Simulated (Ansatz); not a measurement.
**One geometry of Al₂Cu, one setting changed: functional**

Method: plane-wave DFT with PAW (Ansatz). The atoms stay where they are, in a cell that isn't relaxed at these levels; pressure is positive in compression.

```
CELL_PARAMETERS angstrom
4.10518 0.00000 0.00000
0.00000 4.10518 0.00000
0.00000 0.00000 2.89131
ATOMIC_POSITIONS crystal
Al 0.50000 0.00000 0.50000
Al 0.00000 0.50000 0.50000
Cu 0.00000 0.00000 0.00000
```

```
occupation rule : Gaussian smearing, 0.1 eV
spin treatment  : unpolarised
```

| functional | mesh | cutoff (eV) | gap on mesh (eV) | P (GPa) |
| --- | --- | --- | --- | --- |
| PBEsol | 10×10×14 | 420 | metal | -2.4 |
| r2SCAN | 10×10×14 | 500 | metal | -2.2 |
| HSE06 | 6×6×8 | 420 | metal | -0.4 |

(1) What do the runs give for LDA, PBE?

## Answers

(1) They give:

```
functional mesh cutoff (eV) gap on mesh (eV) P (GPa)
       LDA  10×10×14          420             metal     -5.1
       PBE  10×10×14          420             metal      0.5
```